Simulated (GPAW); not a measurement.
# ZnO (zincite) (P6_3mc) in GPAW: further runs

The runs below take ZnO (zincite) through elastic constants, Wannier functions, phonons, with AM05+D4, LDA, PW91+D3(BJ).

All numbers are computed with GPAW 26.7.0; they aren't measurements. Logs are shortened: lines on timing, memory, paths and dates and some standing lists are left out, and cuts for length are marked. The log counts tension as positive stress, the text compression.

**What was measured.**

“Electronic structure of alkaline earth and post-transition metal oxides”, 2009, arxiv:0908.1581 quotes, for a bulk crystal of ZnO: band gap 3.37 eV.

How close the calculation comes is told below.

**1. The structure**

The structure is hexagonal, space group P6_3mc (No. 186). The conventional cell has a = 3.249 Å, b = 3.249 Å, c = 5.206 Å, α = 90.00°, β = 90.00°, γ = 120.00°. Zn (site symmetry 3m) has 4 O at 1.97 to 1.98 Å as nearest neighbours. O (site symmetry 3m) is surrounded by 4 Zn at 1.97 to 1.98 Å.

**2. Elastic constants, AM05+D4, 11.90 Å³/atom**

The input, run.py:

```python
import json
import numpy as np
import spglib
from ase.calculators.mixing import SumCalculator
from ase.constraints import FixSymmetry
from ase.filters import FrechetCellFilter
from ase.io import read, write
from ase.optimize import BFGS
from ase.stress import full_3x3_to_voigt_6_stress, voigt_6_to_full_3x3_strain, voigt_6_to_full_3x3_stress
from ase.units import GPa
from dftd4.ase import DFTD4
from gpaw import GPAW, PW, setup_paths

setup_paths.insert(0, '.')

atoms = read('ZnO.cif')

calc = GPAW(mode=PW(800),
            xc='AM05',
            kpts={'size': (8, 8, 5), 'gamma': True},
            occupations={'name': 'fermi-dirac', 'width': 0.05},
            nbands=31,
            convergence={'density': 1e-06, 'eigenstates': 1e-09},
            maxiter=150,
            txt='gpaw.txt')
atoms.calc = SumCalculator([calc, DFTD4(method='am05')])
atoms.set_constraint(FixSymmetry(atoms))
BFGS(FrechetCellFilter(atoms), trajectory='relax.traj', logfile='-').run(fmax=0.005, steps=40)
atoms.set_constraint()
energy = atoms.get_potential_energy()
forces = atoms.get_forces()
stress = atoms.get_stress()
calc.write('gs.gpw')
write('result.traj', atoms)
print('Cell:', atoms.cell.cellpar().round(4))
print(atoms.get_scaled_positions().round(5))

gpts = tuple(int(n) for n in calc.get_number_of_grid_points())
cell = atoms.cell[:].T
dataset = spglib.get_symmetry((atoms.cell[:], atoms.get_scaled_positions(), atoms.numbers), symprec=1e-4)
rotations = [cell @ w @ np.linalg.inv(cell) for w in dataset['rotations']]
strains, clamped, relaxed = [], [], []
for v in [0, 2, 3]:
    for e in (-0.005, 0.005):
        voigt = np.zeros(6)
        voigt[v] = e
        F = voigt_6_to_full_3x3_strain(voigt)
        a = atoms.copy()
        a.set_cell(atoms.cell[:] @ F, scale_atoms=True)
        c = GPAW(mode=PW(800),
                 xc='AM05',
                 kpts={'size': (8, 8, 5), 'gamma': True},
                 occupations={'name': 'fermi-dirac', 'width': 0.05},
                 nbands=31,
                 convergence={'density': 1e-06, 'eigenstates': 1e-09},
                 maxiter=150,
                 gpts=gpts,
                 txt=f'strain-{v}{e:+.3f}.txt')
        a.calc = SumCalculator([c, DFTD4(method='am05')])
        s0 = s1 = a.get_stress() - stress
        BFGS(a, logfile=None).run(fmax=0.003, steps=25)
        s1 = a.get_stress() - stress
        print(v, e, 'clamped', (s0 / GPa).round(3), 'relaxed', (s1 / GPa).round(3), flush=True)
        for R in rotations:  # images under the point group
            eps = R @ (F - np.eye(3)) @ R.T
            strains.append(full_3x3_to_voigt_6_stress(eps) * [1, 1, 1, 2, 2, 2])
            for s, rows in ((s0, clamped), (s1, relaxed)):
                rows.append(full_3x3_to_voigt_6_stress(R @ voigt_6_to_full_3x3_stress(s) @ R.T))

C0, C = (np.linalg.lstsq(np.array(strains), np.array(s), rcond=None)[0].T / GPa for s in (clamped, relaxed))
print('Clamped-ion Cij (GPa):')
print(C0.round(1))
print('Relaxed-ion Cij (GPa):')
print(C.round(1))
json.dump({'clamped': C0.tolist(), 'relaxed': C.tolist()}, open('elastic.json', 'w'))
```

The input, ZnO.cif:

```cif
data_ZnO
_cell_length_a 3.24930800
_cell_length_b 3.24930800
_cell_length_c 5.20570900
_cell_angle_alpha 90.00000000
_cell_angle_beta 90.00000000
_cell_angle_gamma 120.00000000
_space_group_name_H-M_alt 'P1'
_space_group_name_Hall 'P 1'
_space_group_IT_number 1
loop_
_space_group_symop_operation_xyz
'x,y,z'
loop_
_atom_site_label
_atom_site_type_symbol
_atom_site_symmetry_multiplicity
_atom_site_Wyckoff_symbol
_atom_site_fract_x
_atom_site_fract_y
_atom_site_fract_z
_atom_site_occupancy
Zn1 Zn 1 a 0.6666666667 0.3333333333 0.0000000000 1
Zn2 Zn 1 a 0.3333333333 0.6666666667 0.5000000000 1
O1 O 1 a 0.3333333333 0.6666666667 0.8790100000 1
O2 O 1 a 0.6666666667 0.3333333333 0.3790100000 1
```

Potentials or basis: PAW data sets generated in the run's folder for this functional, pw.

Launch:

```sh
gpaw-setup -f AM05 O Zn
OMP_NUM_THREADS=1 python run.py
```

gpaw.txt:

```text
__  _  _
 | _ |_)|_||  |
 |__||  | ||/\| - 26.7.0

Input parameters:
  mode=PW(ecut=800.0),
  convergence={'density': 1e-06, 'eigenstates': 1e-09},
  kpts=MonkhorstPack(size=(8, 8, 5), gamma=True),
  maxiter=150,
  nbands=31,
  occupations=Occupations(name='fermi-dirac', width=0.05),
  xc=XC(name='AM05')

Diagonalizing LCAO Hamiltonian
Converting LCAO to pw mode

        O

        Zn

           O

           Zn

Atoms  # Å, Bohr magnetons
|   | symbol |        x |        y |        z |    initial magnetic moments |
|---|--------|----------|----------|----------|-----------------------------|
| 0 |     Zn | 1.624654 | 0.937994 | 0.000000 | ( 0.0000,  0.0000,  0.0000) |
| 1 |     Zn | 0.000000 | 1.875989 | 2.602854 | ( 0.0000,  0.0000,  0.0000) |
| 2 |      O | 0.000000 | 1.875989 | 4.575870 | ( 0.0000,  0.0000,  0.0000) |
| 3 |      O | 1.624654 | 0.937994 | 1.973016 | ( 0.0000,  0.0000,  0.0000) |

Unit cell  # Å
| periodic |         x |        y |        z |  lengths |     angles |
|----------|-----------|----------|----------|----------|------------|
|      yes |  3.249308 | 0.000000 | 0.000000 | 3.249308 |  90.000000 |
|      yes | -1.624654 | 2.813983 | 0.000000 | 3.249308 |  90.000000 |
|      yes |  0.000000 | 0.000000 | 5.205709 | 5.205709 | 120.000000 |
[... 206 lines left out ...]
Stress tensor  # eV/Ang^3
|         x |         y |         z |
|-----------|-----------|-----------|
|  0.005146 | -0.000000 |  0.000000 |
| -0.000000 |  0.005146 |  0.000000 |
|  0.000000 |  0.000000 | -0.004874 |

Forces  # eV/Ang
|        x |        y |        z |
|----------|----------|----------|
| -0.00000 |  0.00000 | -0.06553 |  # Zn   0
|  0.00000 |  0.00000 | -0.06584 |  # Zn   1
| -0.00000 |  0.00000 |  0.06568 |  # O    2
|  0.00000 | -0.00000 |  0.06574 |  # O    3

Interpolating wave functions to new cell

        O

        Zn
[... 5 lines left out ...]
Atoms  # Å, Bohr magnetons
|   | symbol |        x |        y |         z |    initial magnetic moments |
|---|--------|----------|----------|-----------|-----------------------------|
| 0 |     Zn | 1.623477 | 0.937315 | -0.000945 | ( 0.0000,  0.0000,  0.0000) |
| 1 |     Zn | 0.000000 | 1.874630 |  2.601116 | ( 0.0000,  0.0000,  0.0000) |
| 2 |      O | 0.000000 | 1.874630 |  4.575420 | ( 0.0000,  0.0000,  0.0000) |
| 3 |      O | 1.623477 | 0.937315 |  1.973359 | ( 0.0000,  0.0000,  0.0000) |

Unit cell  # Å
| periodic |         x |         y |         z |  lengths |     angles |
|----------|-----------|-----------|-----------|----------|------------|
|      yes |  3.246954 | -0.000000 | -0.000000 | 3.246954 |  90.000000 |
|      yes | -1.623477 |  2.811945 |  0.000000 | 3.246954 |  90.000000 |
|      yes |  0.000000 |  0.000000 |  5.204121 | 5.204121 | 120.000000 |

Number of symmetries: 6
Symmetry operations  # r_c * U_cc + t_c -> r_c
|   | kind |            matrix            |
|---|------|------------------------------|
| 0 |  σ   |  1, 1, 0,  0,-1, 0,  0, 0, 1 |
| 1 |  E   |  1, 0, 0,  0, 1, 0,  0, 0, 1 |
| 2 |  C3  |  0, 1, 0, -1,-1, 0,  0, 0, 1 |
| 3 |  σ   |  0,-1, 0, -1, 0, 0,  0, 0, 1 |
| 4 |  σ   | -1, 0, 0,  1, 1, 0,  0, 0, 1 |
| 5 |  C3  | -1,-1, 0,  1, 0, 0,  0, 0, 1 |
[... 187 lines left out ...]
Gap: 0.817 eV
Transition (v -> c):
  (s=0, k=0, n=17, [0.00, 0.00, 0.00]) -> (s=0, k=0, n=18, [0.00, 0.00, 0.00])
No difference between direct/indirect transitions

Stress tensor  # eV/Ang^3
|         x |        y |         z |
|-----------|----------|-----------|
|  0.003108 | 0.000000 | -0.000000 |
|  0.000000 | 0.003108 |  0.000000 |
| -0.000000 | 0.000000 | -0.005303 |

Forces  # eV/Ang
|       x |        y |        z |
|---------|----------|----------|
| 0.00000 |  0.00000 | -0.04957 |  # Zn   0
| 0.00000 | -0.00000 | -0.04987 |  # Zn   1
| 0.00000 |  0.00000 |  0.04971 |  # O    2
| 0.00000 |  0.00000 |  0.04976 |  # O    3

Interpolating wave functions to new cell

        O

        Zn
[... 5 lines left out ...]
Atoms  # Å, Bohr magnetons
|   | symbol |        x |        y |         z |    initial magnetic moments |
|---|--------|----------|----------|-----------|-----------------------------|
| 0 |     Zn | 1.615583 | 0.932758 | -0.006423 | ( 0.0000,  0.0000,  0.0000) |
| 1 |     Zn | 0.000000 | 1.865515 |  2.589936 | ( 0.0000,  0.0000,  0.0000) |
| 2 |      O | 0.000000 | 1.865515 |  4.570875 | ( 0.0000,  0.0000,  0.0000) |
| 3 |      O | 1.615583 | 0.932758 |  1.974516 | ( 0.0000,  0.0000,  0.0000) |

Unit cell  # Å
| periodic |         x |         y |         z |  lengths |     angles |
|----------|-----------|-----------|-----------|----------|------------|
|      yes |  3.231167 |  0.000000 | -0.000000 | 3.231167 |  90.000000 |
|      yes | -1.615583 |  2.798273 |  0.000000 | 3.231167 |  90.000000 |
|      yes | -0.000000 | -0.000000 |  5.192717 | 5.192717 | 120.000000 |

Number of symmetries: 6
Symmetry operations  # r_c * U_cc + t_c -> r_c
|   | kind |            matrix            |
|---|------|------------------------------|
| 0 |  σ   |  1, 1, 0,  0,-1, 0,  0, 0, 1 |
| 1 |  E   |  1, 0, 0,  0, 1, 0,  0, 0, 1 |
| 2 |  C3  |  0, 1, 0, -1,-1, 0,  0, 0, 1 |
| 3 |  σ   |  0,-1, 0, -1, 0, 0,  0, 0, 1 |
| 4 |  σ   | -1, 0, 0,  1, 1, 0,  0, 0, 1 |
| 5 |  C3  | -1,-1, 0,  1, 0, 0,  0, 0, 1 |
[... 193 lines left out ...]
Stress tensor  # eV/Ang^3
|         x |         y |         z |
|-----------|-----------|-----------|
| -0.011010 |  0.000000 |  0.000000 |
|  0.000000 | -0.011010 | -0.000000 |
|  0.000000 | -0.000000 | -0.009275 |

Forces  # eV/Ang
|        x |        y |        z |
|----------|----------|----------|
|  0.00000 | -0.00000 |  0.04559 |  # Zn   0
| -0.00000 |  0.00000 |  0.04535 |  # Zn   1
|  0.00000 |  0.00000 | -0.04539 |  # O    2
|  0.00000 |  0.00000 | -0.04541 |  # O    3

Interpolating wave functions to new cell

        O

        Zn
[... 162 lines left out ...]
SCF iterations
|iter     | |      energy | eigst |  dens |
|---------|-|-------------|-------|-------|
|iter:   1| |  -19.179687 | -3.05 |       |
|iter:   2| |  -19.179669 | -5.17 | -3.10 |
|iter:   3| |  -19.179618c| -4.17 | -3.14 |
|iter:   4| |  -19.179637c| -6.27 | -3.79 |
|iter:   5| |  -19.179640c| -7.44 | -4.28 |
|iter:   6| |  -19.179640c| -8.22 | -4.87 |
|iter:   7| |  -19.179640c| -9.33c| -5.42 |
|iter:   8| |  -19.179640c|-10.30c| -5.72 |
|iter:   9| |  -19.179640c| -9.95c| -6.32c|

Converged in 9 steps
Energy contributions relative to reference atoms: (reference = -101644.453856)

Energy contributions:
  Kinetic:          40.698021
  Coulomb:         -35.728086
  Zero:              0.394714
  External:          0.000000
  Xc:              -24.544287
  Entropy:          -0.000003
  Spinorbit:         0.000000
  ----------------------------
  Free energy:     -19.179642
  Extrapolated:    -19.179640
[... 33 lines left out ...]
Stress tensor  # eV/Ang^3
|         x |         y |         z |
|-----------|-----------|-----------|
| -0.011084 |  0.000000 | -0.000000 |
|  0.000000 | -0.011084 |  0.000000 |
| -0.000000 |  0.000000 | -0.010059 |

Forces  # eV/Ang
|        x |        y |        z |
|----------|----------|----------|
| -0.00000 |  0.00000 |  0.03789 |  # Zn   0
|  0.00000 | -0.00000 |  0.03764 |  # Zn   1
| -0.00000 |  0.00000 | -0.03770 |  # O    2
|  0.00000 | -0.00000 | -0.03771 |  # O    3

Interpolating wave functions to new cell

        O

        Zn
[... 223 lines left out ...]
Stress tensor  # eV/Ang^3
|         x |         y |         z |
|-----------|-----------|-----------|
| -0.011885 | -0.000000 |  0.000000 |
| -0.000000 | -0.011885 | -0.000000 |
|  0.000000 | -0.000000 | -0.013997 |

Forces  # eV/Ang
|        x |       y |        z |
|----------|---------|----------|
| -0.00000 | 0.00000 |  0.00275 |  # Zn   0
|  0.00000 | 0.00000 |  0.00249 |  # Zn   1
| -0.00000 | 0.00000 | -0.00258 |  # O    2
|  0.00000 | 0.00000 | -0.00257 |  # O    3

Interpolating wave functions to new cell

        O

        Zn
[... 13 lines left out ...]
Unit cell  # Å
| periodic |         x |        y |        z |  lengths |     angles |
|----------|-----------|----------|----------|----------|------------|
|      yes |  3.228704 | 0.000000 | 0.000000 | 3.228704 |  90.000000 |
|      yes | -1.614352 | 2.796140 | 0.000000 | 3.228704 |  90.000000 |
|      yes |  0.000000 | 0.000000 | 5.188547 | 5.188547 | 120.000000 |

Number of symmetries: 6
Symmetry 
[... cut ...]
     lmax: 2
    cutoffs:
      filter: 2.14  # [Å]
      core: 2.28  # [Å]
    projectors
    | kind |    occ | energy [eV] | rcut [Å] |
    |------|--------|-------------|----------|
    |   4s |  2.000 |      -5.940 |    1.286 |
    |   4p |  0.000 |      -1.050 |    1.270 |
    |   3d | 10.000 |     -10.184 |    1.180 |
    |    s |        |      21.272 |    1.286 |
    |    p |        |      26.161 |    1.270 |
    |    d |        |      17.028 |    1.180 |
[... 121 lines left out ...]
Stress tensor  # eV/Ang^3
|         x |         y |         z |
|-----------|-----------|-----------|
| -0.011918 |  0.000000 |  0.000000 |
| -0.000000 | -0.011918 | -0.000000 |
|  0.000000 | -0.000000 | -0.013931 |

Forces  # eV/Ang
|        x |       y |        z |
|----------|---------|----------|
| -0.00000 | 0.00000 |  0.00324 |  # Zn   0
|  0.00000 | 0.00000 |  0.00298 |  # Zn   1
| -0.00000 | 0.00000 | -0.00308 |  # O    2
|  0.00000 | 0.00000 | -0.00306 |  # O    3

Interpolating wave functions to new cell

        O

        Zn
[... 222 lines left out ...]
Stress tensor  # eV/Ang^3
|         x |         y |         z |
|-----------|-----------|-----------|
| -0.012440 |  0.000000 |  0.000000 |
| -0.000000 | -0.012440 |  0.000000 |
|  0.000000 |  0.000000 | -0.012345 |

Forces  # eV/Ang
|        x |       y |        z |
|----------|---------|----------|
| -0.00000 | 0.00000 |  0.00640 |  # Zn   0
| -0.00000 | 0.00000 |  0.00612 |  # Zn   1
|  0.00000 | 0.00000 | -0.00626 |  # O    2
| -0.00000 | 0.00000 | -0.00620 |  # O    3

Interpolating wave functions to new cell

        O

        Zn
[... 222 lines left out ...]
Stress tensor  # eV/Ang^3
|         x |         y |         z |
|-----------|-----------|-----------|
| -0.012406 | -0.000000 |  0.000000 |
| -0.000000 | -0.012406 | -0.000000 |
|  0.000000 | -0.000000 | -0.012386 |

Forces  # eV/Ang
|        x |       y |        z |
|----------|---------|----------|
| -0.00000 | 0.00000 |  0.00274 |  # Zn   0
|  0.00000 | 0.00000 |  0.00245 |  # Zn   1
| -0.00000 | 0.00000 | -0.00263 |  # O    2
|  0.00000 | 0.00000 | -0.00256 |  # O    3

# Writing to gs.gpw (mode='')
```

Run time: 35 min. Hardware: 1 thread of Arm Neoverse V2, shared host; peak memory 0.82 GiB.

What came out:

```
Free energy                                  : -19.7289 eV
Relaxed volume                               : 11.71 Å³/atom
Relaxed cell                                 : a = 3.225 Å, b = 3.225 Å, c = 5.200 Å, α = 90.00°, β = 90.00°, γ = 120.00°
Space group after relaxing (to 0.05 Å)       : P6_3mc (No. 186)
Pressure after relaxing                      : 0.0 GPa
Band gap on the k mesh                       : 0.83 eV, direct
Elastic constants C11, C12, C44              : 202, 127, 36 GPa
Voigt bulk modulus                           : 145 GPa
Bulk modulus (Hill)                          : 145 GPa
Shear modulus (Hill)                         : 40 GPa
Young's modulus                              : 109 GPa
Poisson's ratio (from the elastic constants) : 0.37
Dispersion energy per atom                   : -0.137 eV
```

Caveat: the density grid can change from cell to cell, which puts small steps into energies and stress.

(Part 1 of 2 ends here.)
